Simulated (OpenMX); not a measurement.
Pt:

```
Pt
1.0
     2.76067    0.00000    0.00000
    -1.38033    2.39081    0.00000
     0.00000    0.00000    4.79213
Pt
2
Direct
  0.33333 0.66667 0.25000
  0.66667 0.33333 0.75000
```

This isn't the form of Pt at room conditions, which is fcc.

Program: OpenMX 3.8.5. Alike in all runs: task single point; potentials or basis OpenMX 2013 PBE set, Pt7.0-s3p2d2f1, grid cutoff 400 Ry; no spin polarisation; cell as given; k mesh 9 × 9 × 5; smearing fermi-dirac 0.05 eV.

Order these runs on this cell by their pressure, lowest first.
A. level PBE
B. level PBE+D4
C. level PBE+D3

C (-8.9 GPa), B (-6.6 GPa), A (0.4 GPa).

Caveats: the basis of atomic orbitals isn't converged, which shifts pressures, moduli and gaps; pairwise dispersion overbinds metals, which lowers pressure and volume (some runs).
